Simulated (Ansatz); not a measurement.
# C6H6O: the cost of one run

Computed with Ansatz 0.2.0 (DFT PBE0+D3(BJ), Gaussian basis def2-TZVPPD, unless a step's input says otherwise).

## 1. The starting structure

Bond lengths: O1–C2 1.364 Å, C2–C3 1.392 Å, C3–C4 1.396 Å, C4–C5 1.396 Å, C5–C6 1.395 Å, C2–C7 1.390 Å, C6–C7 1.395 Å, O1–H8 0.971 Å, C3–H9 1.085 Å, C4–H10 1.087 Å, C5–H11 1.087 Å, C6–H12 1.087 Å, C7–H13 1.086 Å. Angles (14 of 19 angles, heavy atoms first): O1–C2–C3 121.4°, O1–C2–C7 117.8°, C3–C2–C7 120.9°, C2–C3–C4 119.4°, C3–C4–C5 120.1°, C4–C5–C6 120.0°, C5–C6–C7 119.9°, C2–C7–C6 119.7°, C2–O1–H8 108.5°, C2–C3–H9 121.3°, C4–C3–H9 119.3°, C3–C4–H10 120.0°, C5–C4–H10 119.9°, C4–C5–H11 120.0°.

Structure file:

```xyz
13

O     2.4801    0.2417   -0.0917
C     1.1223    0.1243   -0.0425
C     0.5054   -1.1197    0.0572
C    -0.8879   -1.1917    0.1046
C    -1.6515   -0.0242    0.0522
C    -1.0230    1.2176   -0.0477
C     0.3689    1.2917   -0.0951
H     2.8675   -0.6475   -0.0459
H     1.0864   -2.0352    0.0988
H    -1.3801   -2.1576    0.1823
H    -2.7363   -0.0819    0.0892
H    -1.6160    2.1273   -0.0886
H     0.8642    2.2551   -0.1729
```

## 2. Relaxing the atoms: C6H6O

Contents of input.yaml:

```yaml
relax:
  f_tol: 0.001
  max_steps: 200
crystal:
  periodic: [false, false, false]
  atoms:
    - { symbol: O, position_ang: [2.48006, 0.24167, -0.0917] }
    - { symbol: C, position_ang: [1.12229, 0.12427, -0.04246] }
    - { symbol: C, position_ang: [0.50545, -1.11971, 0.05719] }
    - { symbol: C, position_ang: [-0.88787, -1.19166, 0.10456] }
    - { symbol: C, position_ang: [-1.65145, -0.02421, 0.05219] }
    - { symbol: C, position_ang: [-1.02301, 1.21762, -0.04768] }
    - { symbol: C, position_ang: [0.36891, 1.2917, -0.09515] }
    - { symbol: H, position_ang: [2.86747, -0.64746, -0.04586] }
    - { symbol: H, position_ang: [1.08641, -2.0352, 0.09881] }
    - { symbol: H, position_ang: [-1.38013, -2.15758, 0.18234] }
    - { symbol: H, position_ang: [-2.73631, -0.08185, 0.08918] }
    - { symbol: H, position_ang: [-1.61599, 2.12728, -0.08855] }
    - { symbol: H, position_ang: [0.86418, 2.25514, -0.17286] }
basis:
  gaussian: { orbitals: def2-TZVPPD.json }
hamiltonian:
  xc: pbe0
  dispersion: d3bj
```

Command:

```bash
> ansatz run input.yaml --threads 8 --pin off --max-ram 16384MiB --backend cpu --events-out ev --progress --plain --runs-dir out
```

**Question.** How long does this run take on 8 threads of Arm Neoverse V2, shared host, and how much memory does it need?

About 46 s, with a peak of 1.5 GiB.
